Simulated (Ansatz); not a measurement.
Input of an Ansatz 0.2.0 run:

File input.yaml:

```yaml
crystal:
  lattice:
    - [0.0, 2.702, 2.702]
    - [2.702, 0.0, 2.702]
    - [2.702, 2.702, 0.0]
  atoms:
    - { symbol: Zn, position: [0.75, 0.75, 0.75] }
    - { symbol: S, position: [0.0, 0.0, 0.0] }
hamiltonian:
  xc: r2scan0
  pseudopotentials: { kind: paw }
kpoints:
  mp_grid: { grid: [5, 5, 5] }
  band_path:
    path:
      - [[0.0, 0.0, 0.0], [0.5, 0.0, 0.5], [0.5, 0.25, 0.75], [0.375, 0.375, 0.75], [0.0, 0.0, 0.0], [0.5, 0.5, 0.5], [0.625, 0.25, 0.625], [0.5, 0.25, 0.75], [0.5, 0.5, 0.5], [0.375, 0.375, 0.75]]
      - [[0.625, 0.25, 0.625], [0.5, 0.0, 0.5]]
    npoints: 4
scf:
  occupations: { method: fermi_dirac, width: 0.05 }
  n_extra_bands: 6
output:
  forces: true
  stress: true
  eigenvalues: true
  fatbands: false
```

Potentials or basis: Ansatz PAW.

The run is started by

```sh
$ ansatz run input.yaml --threads 2 --pin off --max-ram 5632MiB --backend cpu --events-out ev --progress --plain --runs-dir out
```

Problem. What does it give for the band gap along the path?

Solution. 4.36 eV, direct.

Problem. Predict the pressure.

Solution. -0.4 GPa.

Problem. Predict the band gap on the k mesh.

Solution. 4.36 eV, direct.

Levels at the corners of the path, in eV from the valence-band top:
```tsv
point	band 6	band 7	band 8	band 9	band 10	band 11	band 12	band 13
Γ	-7.66	0.00	0.00	0.00	4.36	8.75	8.75	8.75
X	-7.38	-5.08	-2.40	-2.40	5.27	6.24	13.77	14.99
W	-7.21	-4.89	-3.06	-2.93	7.71	8.65	10.34	10.42
K	-7.26	-4.97	-3.43	-1.96	6.16	8.32	11.84	12.39
Γ	-7.66	0.00	0.00	0.00	4.36	8.75	8.75	8.75
L	-7.42	-5.71	-0.93	-0.93	5.58	9.21	9.21	11.24
U	-7.26	-4.97	-3.43	-1.96	6.16	8.32	11.84	12.39
W	-7.21	-4.89	-3.06	-2.93	7.71	8.65	10.34	10.42
L	-7.42	-5.71	-0.93	-0.93	5.58	9.21	9.21	11.24
K	-7.26	-4.97	-3.43	-1.96	6.16	8.32	11.84	12.39
U	-7.26	-4.97	-3.43	-1.96	6.16	8.32	11.84	12.39
X	-7.38	-5.08	-2.40	-2.40	5.27	6.24	13.77	14.99
```

Caveat: the PAW data sets come from PBE, with cores solved anew for the run's functional, which leaves a small shift of forces and pressure; the thresholds are loose for stress.

**Measured values to compare with.**

“Electronic, vibrational, and thermodynamic properties of ZnS (zincblende and rocksalt structure)”, 2009, arxiv:0911.5022 quotes, for a bulk crystal of ZnS at 19 K: band gap 3.85 eV (direct).

A measured gap of ZnS is 3.85 eV (direct; 19 K; quoted in “Electronic, vibrational, and thermodynamic properties of ZnS (zincblende and rocksalt structure)”, 2009, arxiv:0911.5022); the calculated 4.36 eV misses it by +0.51 eV. The value is that of r2SCAN0, without temperature or zero-point motion.
